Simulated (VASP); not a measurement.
# InP (d3) (F-43m) in VASP: a series of runs

One crystal, InP (d3), is run at these levels: PBE+D3(BJ); tasks: single point, relaxation of cell and atoms.

All numbers are computed with VASP 6.6.1; they aren't measurements. Logs are shortened: lines on timing, memory, paths and dates and some standing lists are left out, and cuts for length are marked.

**The experiment to reproduce.**

A printed reference work, data compilation reports, for a bulk crystal of InP at 1.6 K: band gap 1.4236 eV (direct).

The results are compared with them further down.

### Step 1. The crystal as given

It takes space group F-43m (No. 216, cubic). The conventional cell has a = 5.894 Å, b = 5.894 Å, c = 5.894 Å, α = 90.00°, β = 90.00°, γ = 90.00°. In (site symmetry -43m) has 4 P at 2.55 Å as nearest neighbours. P (site symmetry -43m) is surrounded by 4 In at 2.55 Å.

### Step 2. Single point, PBE+D3(BJ)

File INCAR:

```
SYSTEM = InP
  ALGO = Normal
  EDIFF = 1E-6
  ENCUT = 520
  GGA = PE
  ISIF = 2
  ISMEAR = 0
  IVDW = 12
  LASPH = .True.
  LCHARG = .False.
  LREAL = .False.
  LWAVE = .False.
  NBANDS = 16
  NELM = 100
  PREC = Accurate
  SIGMA = 0.02
```

File KPOINTS:

```
k-points
0
Gamma
  8 8 8
  0 0 0
```

File POSCAR:

```
InP
1.0
    0.0000000000      2.9467943525      2.9467943525
    2.9467943525      0.0000000000      2.9467943525
    2.9467943525      2.9467943525      0.0000000000
In P
1 1
Direct
    0.0000000000      0.0000000000      0.0000000000
    0.2500000000      0.2500000000      0.2500000000
```

Potentials or basis: VASP PAW PBE potentials, release 64 (In_d, P).

Run with:

```
> cat potpaw_PBE.64/In_d/POTCAR potpaw_PBE.64/P/POTCAR > POTCAR
> mpirun -np 1 vasp_std > vasp.out
```

OUTCAR:

```text
SYSTEM = InP
   EDIFF = 1E-6
   ENCUT = 520
   GGA = PE
   ISIF = 2
   ISMEAR = 0
   IVDW = 12
   LASPH = .True.
   LREAL = .False.
   NELM = 100
   PREC = Accurate
 IVDW          = 12

 ion  position               nearest neighbor table
   1  0.000  0.000  0.000-   2 2.55   2 2.55   2 2.55   2 2.55
   2  0.250  0.250  0.250-   1 2.55   1 2.55   1 2.55   1 2.55

  LATTYP: Found a face centered cubic cell.
 ALAT       =     5.8935887050

  Lattice vectors:

 A1 = (   0.0000000000,   2.9467943525,   2.9467943525)
 A2 = (   2.9467943525,   0.0000000000,   2.9467943525)
 A3 = (   2.9467943525,   2.9467943525,   0.0000000000)

Analysis of symmetry for initial positions (statically):
=====================================================================
 Subroutine PRICEL returns:
 Original cell was already a primitive cell.

 Routine SETGRP: Setting up the symmetry group for a
 face centered cubic supercell.

 Subroutine GETGRP returns: Found 24 space group operations
 (whereof 24 operations were pure point group operations)
 out of a pool of 48 trial point group operations.

The static configuration has the point symmetry T_d .

Analysis of symmetry for dynamics (positions and initial velocities):
=====================================================================
 Subroutine PRICEL returns:
 Original cell was already a primitive cell.

 Routine SETGRP: Setting up the symmetry group for a
 face centered cubic supercell.

 Subroutine GETGRP returns: Found 24 space group operations
 (whereof 24 operations were pure point group operations)
 out of a pool of 48 trial point group operations.

The dynamic configuration has the point symmetry T_d .

 Subroutine INISYM returns: Found 24 space group operations
 (whereof 24 operations are pure point group operations),
 and found     1 'primitive' translations

----------------------------------------------------------------------------------------

                                     Primitive cell

  volume of cell :      51.1775

  direct lattice vectors                    reciprocal lattice vectors
     0.000000000  2.946794352  2.946794352    -0.169675905  0.169675905  0.169675905
     2.946794352  0.000000000  2.946794352     0.169675905 -0.169675905  0.169675905
     2.946794352  2.946794352  0.000000000     0.169675905  0.169675905 -0.169675905

  length of vectors
     4.167396539  4.167396539  4.167396539     0.293887289  0.293887289  0.293887289

  position of ions in fractional coordinates (direct lattice)
     0.000000000  0.000000000  0.000000000
[... 79 lines left out ...]
   LREAL  =      F    real-space projection
   EDIFFG = 0.1E-04   stopping-criterion for IOM
   NSW    =      0    number of steps for IOM
   IBRION =     -1    ionic relax: 0-MD 1-quasi-New 2-CG
   NFREE  =      0    steps in history (QN), initial steepest desc. (CG)
   ISIF   =      2    stress and relaxation
   ISYM   =      2    0-nonsym 1-usesym 2-fastsym
   POTIM  = 0.5000    time-step for ionic-motion
   TEBEG  =    0.0;   TEEND  =   0.0 temperature during run
   PSTRESS=    0.0 pullay stress
   NELECT =      18.0000    total number of electrons
   NUPDOWN=      -1.0000    fix difference up-down
   EMIN   =  10.00;   EMAX   =-10.00  energy-range for DOS
   EFERMI =   0.00;   METHOD = LEGACY
   ISMEAR =     0;   SIGMA  =   0.02  broadening in eV -4-tet -1-fermi 0-gaus
   EFERMI_NEDOS =   21; number of points for ismear=-14 and -15
   IALGO  =     38    algorithm
   IMIX   =      4    mixing-type and parameters
     AMIX     =   0.40;   BMIX     =  1.00
     AMIX_MAG =   1.60;   BMIX_MAG =  1.00
  volume/ion in A,a.u.               =      25.59       172.68
  Fermi-wavevector in a.u.,A,eV,Ry     =   1.155595  2.183759 18.169233  1.335401
  Thomas-Fermi vector in A             =   2.292223
   LORBIT       =      0    0 simple, 1 ext, 2 COOP (PROOUT), +10 PAW based schemes
   GGA     = PE    functional components
   LHFCALC =     F    Hartree Fock is set to
   AEXX    =    0.0000 exact exchange contribution
   IVDW    =    12    specifies the selected vdW correction
   LEPSILON=     F    determine dielectric tensor
   LRPA    =     F    only Hartree local field effects (RPA)
 non-spin polarized calculation
 Gauss-broadening in eV      SIGMA  =   0.02
  energy-cutoff  :      520.00
  volume of cell :       51.18
 maximum number of plane-waves:      1411
   NGX = 15   NGY = 15   NGZ = 15

 number of electron      18.0000008 magnetization

 Free energy of the ion-electron system (eV)
  ---------------------------------------------------
  ext. energy  EPLUGINS =         0.00000000
  ---------------------------------------------------
  free energy    TOTEN  =        -8.39509207 eV

  energy without entropy =       -8.39509207  energy(sigma->0) =       -8.39509207

 E-fermi :   5.1586     XC(G=0):  -9.2095

 val. band max:        5.0083952021   @ k =   0.0000   0.0000   0.0000
 cond. band min:       5.6295716333   @ k =   0.0000   0.0000   0.0000
 fundamental gap:      0.6211764312
 Fermi energy:         5.1586133419

 k-point     1 :       0.0000    0.0000    0.0000
  band No.  band energies     occupation
      1      -9.1453      2.00000
      2      -9.1453      2.00000
      3      -9.1453      2.00000
      4      -9.0015      2.00000
      5      -9.0015      2.00000
      6      -6.3961      2.00000
[... 433 lines left out ...]
      3      -9.0805      2.00000
      4      -9.0064      2.00000
      5      -8.9891      2.00000
      6      -4.4182      2.00000
[... 8 lines left out ...]
     15      15.6728      0.00000
     16      16.2754      0.00000

 [... further k-points ...]

------------------------ aborting loop because EDIFF is reached ----------------------------------------

 Edisp (eV)   -0.61586

 E8    (eV) :    -0.2737

  FORCE on cell =-STRESS in cart. coord.  units (eV):
  Direction    XX          YY          ZZ          XY          YZ          ZX
  --------------------------------------------------------------------------------------
  -------------------------------------------------------------------------------------
  Total      -0.01903    -0.01903    -0.01903     0.00000     0.00000    -0.00000
  in kB      -0.59574    -0.59574    -0.59574     0.00000     0.00000    -0.00000
  external pressure =       -0.60 kB  Pullay stress =        0.00 kB

 VOLUME and BASIS-vectors are now :
 -----------------------------------------------------------------------------
  energy-cutoff  :      520.00
  volume of cell :       51.18
      direct lattice vectors                 reciprocal lattice vectors
     0.000000000  2.946794352  2.946794352    -0.169675905  0.169675905  0.169675905
     2.946794352  0.000000000  2.946794352     0.169675905 -0.169675905  0.169675905
     2.946794352  2.946794352  0.000000000     0.169675905  0.169675905 -0.169675905

 POSITION                                       TOTAL-FORCE (eV/Angst)
 -----------------------------------------------------------------------------------
      0.00000      0.00000      0.00000         0.000000      0.000000      0.000000
      1.47340      1.47340      1.47340        -0.000000     -0.000000     -0.000000
 -----------------------------------------------------------------------------------
    total drift:                               -0.000000     -0.000000     -0.000000

  FREE ENERGIE OF THE ION-ELECTRON SYSTEM (eV)
  ---------------------------------------------------
  free  energy   TOTEN  =        -9.0109521055 eV

  energy  without entropy=       -9.0109521055  energy(sigma->0) =       -9.01095211
```

Wall time 13 s (1 thread of Intel Xeon Platinum 8559C (Emerald Rapids), shared host); peak memory 0.19 GiB.

What came out:

* Free energy: -9.0110 eV
* Pressure: -0.1 GPa
* Band gap on the k mesh: 0.62 eV, direct
* Dispersion energy per atom: -0.308 eV

Levels at points of the mesh, in eV from the valence-band top:
```csv
k point,band 6,band 7,band 8,band 9,band 10,band 11,band 12,band 13
"(0.00, 0.00, 0.00)",-11.40,0.00,0.00,0.00,0.62,4.09,4.09,4.09
"(0.50, 0.00, 0.00)",-9.73,-5.64,-0.95,-0.95,1.46,4.81,4.81,7.07
"(0.50, 0.50, 0.00)",-9.10,-5.68,-2.26,-2.26,1.79,2.27,9.11,9.48
```

Caveat: spin-orbit coupling is left out, which moves the levels of the heavy elements.

### Step 3. Relaxation of cell and atoms, PBE+D3(BJ)

This run uses another cell than the first one, of 25.17 Å³/atom, 0.984 times its volume.

File INCAR:

```
SYSTEM = InP
ALGO = Normal ; EDIFF = 1E-6
EDIFFG = -0.002 ; ENCUT = 600
GGA = PE ; IBRION = 2
ISIF = 3 ; ISMEAR = 0
IVDW = 12 ; LASPH = .True.
LCHARG = .False. ; LREAL = .False.
LWAVE = .False. ; NELM = 100
NSW = 100 ; PREC = Accurate
SIGMA = 0.02
```

KPOINTS is that of step 2.

File POSCAR:

```
InP
1.0
    0.0000000000      2.9305000000      2.9305000000
    2.9305000000      0.0000000000      2.9305000000
    2.9305000000      2.9305000000      0.0000000000
In P
1 1
Direct
    0.0000000000      0.0000000000      0.0000000000
    0.2500000000      0.2500000000      0.2500000000
```

Potentials or basis: VASP PAW PBE potentials, release 64 (In_d, P).

Run with:

```
> cat potpaw_PBE.64/In_d/POTCAR potpaw_PBE.64/P/POTCAR > POTCAR
> mpirun -np 1 vasp_std > vasp.out
```

OUTCAR:

```text
SYSTEM = InP
   EDIFF = 1E-6
   EDIFFG = -0.002
   ENCUT = 600
   GGA = PE
   IBRION = 2
   ISIF = 3
   ISMEAR = 0
   IVDW = 12
   LASPH = .True.
   LREAL = .False.
   NELM = 100
   NSW = 100
   PREC = Accurate
 IVDW          = 12

 ion  position               nearest neighbor table
   1  0.000  0.000  0.000-   2 2.54   2 2.54   2 2.54   2 2.54
   2  0.250  0.250  0.250-   1 2.54   1 2.54   1 2.54   1 2.54

  LATTYP: Found a face centered cubic cell.
 ALAT       =     5.8610000000

  Lattice vectors:

 A1 = (   0.0000000000,   2.9305000000,   2.9305000000)
 A2 = (   2.9305000000,   0.0000000000,   2.9305000000)
 A3 = (   2.9305000000,   2.9305000000,   0.0000000000)

Analysis of symmetry for initial positions (statically):
=====================================================================
 Subroutine PRICEL returns:
 Original cell was already a primitive cell.

 Routine SETGRP: Setting up the symmetry group for a
 face centered cubic supercell.

 Subroutine GETGRP returns: Found 24 space group operations
 (whereof 24 operations were pure point group operations)
 out of a pool of 48 trial point group operations.

The static configuration has the point symmetry T_d .

Analysis of symmetry for dynamics (positions and initial velocities):
=====================================================================
 Subroutine PRICEL returns:
 Original cell was already a primitive cell.

 Routine SETGRP: Setting up the symmetry group for a
 face centered cubic supercell.

[... 156 lines left out ...]

------------------------ aborting loop because EDIFF is reached ----------------------------------------

 Edisp (eV)   -0.62732

 E8    (eV) :    -0.2789
[... 71 lines left out ...]
--------------------------------------- Ionic step        3  -------------------------------------------

 number of electron      17.9999998 magnetization

 Free energy of the ion-electron system (eV)
  ---------------------------------------------------
  ext. energy  EPLUGINS =         0.00000000
  ---------------------------------------------------
  free energy    TOTEN  =        -8.39481081 eV

  energy without entropy =       -8.39481081  energy(sigma->0) =       -8.39481081

 E-fermi :   5.1355     XC(G=0):  -9.2108

 val. band max:        5.0134030251   @ k =   0.0000   0.0000   0.0000
 cond. band min:       5.6369046626   @ k =   0.0000   0.0000   0.0000
 fundamental gap:      0.6235016375
 Fermi energy:         5.1354582474

 k-point     1 :       0.0000    0.0000    0.0000
  band No.  band energies     occupation
      1      -9.1415      2.00000
      2      -9.1415      2.00000
      3      -9.1415      2.00000
      4      -8.9975      2.00000
      5      -8.9975      2.00000
      6      -6.3939      2.00000
      7       5.0134      2.00000
      8       5.0134      2.00000
      9       5.0134      2.00000
     10       5.6369      0.00000
     11       9.1054      0.00000
     12       9.1054      0.00000
     13       9.1054      0.00000
[... 354 lines left out ...]
  band No.  band energies     occupation
      1      -9.2666      2.00000
      2      -9.0955      2.00000
      3      -9.0767      2.00000
      4      -9.0024      2.00000
      5      -8.9851      2.00000
      6      -4.4143      2.00000
      7      -0.4546      2.00000
      8       2.3776      2.00000
      9       3.4222      2.00000
     10       8.1377      0.00000
     11       9.2057      0.00000
     12      10.8593      0.00000
     13      12.1956      0.00000

 [... further k-points ...]

------------------------ aborting loop because EDIFF is reached ----------------------------------------

 Edisp (eV)   -0.61615

 E8    (eV) :    -0.2739
[... 25 lines left out ...]
  FREE ENERGIE OF THE ION-ELECTRON SYSTEM (eV)
  ---------------------------------------------------
  free  energy   TOTEN  =        -9.0109597955 eV

  energy  without entropy=       -9.0109597955  energy(sigma->0) =       -9.01095980

 reached required accuracy - stopping structural energy minimisation
```

OSZICAR:

```text
N       E                     dE             d eps       ncg     rms          rms(c)
DAV:   1     0.119362904530E+03    0.11936E+03   -0.92729E+03   754   0.170E+03
[... 26 lines left out ...]
DAV:   2    -0.839642561467E+01    0.95877E-02   -0.20383E-02   944   0.375E+00    0.248E-01
DAV:   3    -0.839482413490E+01    0.16015E-02   -0.49316E-03   989   0.166E+00    0.147E-01
DAV:   4    -0.839482238385E+01    0.17510E-05   -0.20925E-04   792   0.156E-01    0.108E-01
DAV:   5    -0.839480755498E+01    0.14829E-04   -0.27886E-05   998   0.572E-02    0.374E-02
DAV:   6    -0.839481324936E+01   -0.56944E-05   -0.10440E-05  1161   0.418E-02    0.108E-02
DAV:   7    -0.839481100243E+01    0.22469E-05   -0.10841E-06   523   0.160E-02    0.143E-03
DAV:   8    -0.839481080885E+01    0.19358E-06   -0.33269E-07   387   0.105E-02
   3 F= -.90109598E+01 E0= -.90109598E+01  d E =-.276105E-02
```

Wall time 37 s (1 thread of Intel Xeon Platinum 8559C (Emerald Rapids), shared host); peak memory 0.23 GiB.

What came out:

* Free energy: -9.0110 eV
* Relaxed volume: 25.58 Å³/atom
* Relaxed cell: a = 4.167 Å, b = 4.167 Å, c = 4.167 Å, α = 60.00°, β = 60.00°, γ = 60.00°
* Space group after relaxing (to 0.05 Å): F-43m (No. 216)
* Energy gained by relaxing: 1.4 meV/atom
* Ionic steps: 3
* Pressure after relaxing: 0.0 GPa
* Band gap on the k mesh: 0.62 eV, direct
* Dispersion energy per atom: -0.308 eV

Step by step:
| step | energy change (eV) | largest force (eV/Å) | pressure (GPa) | volume (Å³) |
| --- | --- | --- | --- | --- |
| 1 | 0.0000 | 0.0000 | 1.08 | 50.33 |
| 2 | -0.0020 | 0.0000 | -0.54 | 51.58 |
| 3 | -0.0028 | 0.0000 | 0.01 | 51.16 |

Final structure:
```
In P
1.0
     0.00000    2.94638    2.94638
     2.94638    0.00000    2.94638
     2.94638    2.94638    0.00000
In P
1 1
Cartesian
  0.0000 0.0000 0.0000
  1.4732 1.4732 1.4732
```

Caveat: spin-orbit coupling is left out, which moves the levels of the heavy elements. Zero-point motion and thermal expansion aren't in these numbers.

### Step 4. How close it comes

Step 2. Measured gap of InP: 1.4236 eV (direct; 1.6 K; a printed reference work, data compilation). This calculation gives 0.62 eV (-0.80 eV). Spin-orbit coupling on In is left out. The value is that of PBE+D3(BJ), without temperature or zero-point motion. Semilocal functionals fall short of measured gaps as a rule.
